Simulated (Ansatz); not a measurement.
## NaI: a vibration from a frozen displacement

Computed with DFT r2SCAN, scalar-relativistic, plane waves, PAW in Ansatz 0.2.0. Settings: plane waves to 500 eV, k-mesh 6×6×6 (Γ-centred), Gaussian smearing 0.05 eV. Spin–orbit coupling is left out, which matters for the heavy elements here. No spin polarisation. Energies are free energies at this smearing, counted from the undisturbed cell; pressure is positive in compression.

The undisturbed cell (as given, not relaxed at this level; it stands at -0.1 GPa):

```xyz
2
Lattice="0.0000 3.2364 3.2364 3.2364 0.0000 3.2364 3.2364 3.2364 0.0000" Properties=species:S:1:pos:R:3 pbc="T T T"
Na    0.0000    0.0000    0.0000
I     3.2364    3.2364    3.2364
```

Every I atom is moved by x along the Cartesian unit vector (0.000, 0.000, 1.000); the cell and all other atoms stay fixed. The cell's volume is 67.80 Å³; the moved atoms weigh 126.904 u together and the others 22.990 u.

| x (Å) | ΔE (meV/cell) | total force on the moved atoms along the move (eV/Å) | pressure (GPa) |
| --- | --- | --- | --- |
| -0.2000 | 20.16 | 0.2163 | 0.1270 |
| -0.1000 | 4.77 | 0.0973 | -0.0393 |
| 0.0000 | 0.00 | 0.0000 | -0.0931 |
| 0.0500 | 1.18 | -0.0473 | -0.0797 |
| 0.1500 | 10.98 | -0.1527 | 0.0290 |

**Question.** What frequency belongs to this motion?

**Answer.** The force constant is k = −dF/dx = 0.955 eV/Å², from the parabola through x = -0.1000, 0 and 0.0500. In every cell the moved atoms swing against the rest, so the mass is μ = m₁m₂/(m₁ + m₂) = 19.464 u, and ν̃ = 521.5 cm⁻¹ × √(|k|/μ) = 116 cm⁻¹. To first order in x, and within 1 %, the force on every atom lies along the move and, within each of the two groups, in proportion to the atom's mass, so this is itself a mode at the zone centre of this cell, taken without macroscopic field (the transverse frequency in a polar insulator).

**Question.** How far does the harmonic law reach?

**Answer.** At x = -0.200 Å, kx²/2 = 19.10 meV against the computed 20.16 meV (+5.5 %): the well is still close to harmonic there.